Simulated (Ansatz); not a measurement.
Could WS₂ exist in this structure?

Plane-wave DFT in Ansatz with scalar-relativistic PAW potentials. The crystal relaxes under PBE to P6_3/mmc with a = 3.188 Å, c = 14.856 Å, 21.79 Å³/atom. No spin polarisation.

```
CELL_PARAMETERS angstrom
3.18772 0.00000 0.00000
-1.59386 2.76065 0.00000
0.00000 0.00000 14.85633
ATOMIC_POSITIONS crystal
W 0.33333 0.66667 0.25000
W 0.66667 0.33333 0.75000
S 0.33333 0.66667 0.64425
S 0.66667 0.33333 0.14425
S 0.33333 0.66667 0.85575
S 0.66667 0.33333 0.35575
```

Q: Test it against the elements, against displacements at the zone centre and against strain.

A:
- Energy over the elements: -0.833 eV/atom (PBE, standard states in the same functional, gases uncorrected)
- Optical modes at Γ: all 15 real, 20 to 436 cm⁻¹ (PBEsol, without the LO-TO term)
- Least eigenvalue of the elastic tensor: 10 GPa (PBEsol)

It passes all three tests. So it is a local minimum against everything tried and bound against the elements. Modes at other wave vectors, other structures and decomposition into other compounds weren't tested here. The modes and the tensor belong to cells relaxed at their own level (18.14 Å³/atom for the tensor), not to the cell shown; modes and shear constants soften as a cell grows, so the larger cell shown may fail a test that the smaller one passes.

Spin–orbit coupling is left out, which can shift energies with elements as heavy as these. The cell holds layers, and where no dispersion correction was added their binding is poorly described.

Cost: 3 runs of about 29 core-minutes in all, on Intel Xeon 6975P-C (Granite Rapids), Intel Xeon Platinum 8488C (Sapphire Rapids) (shared hosts).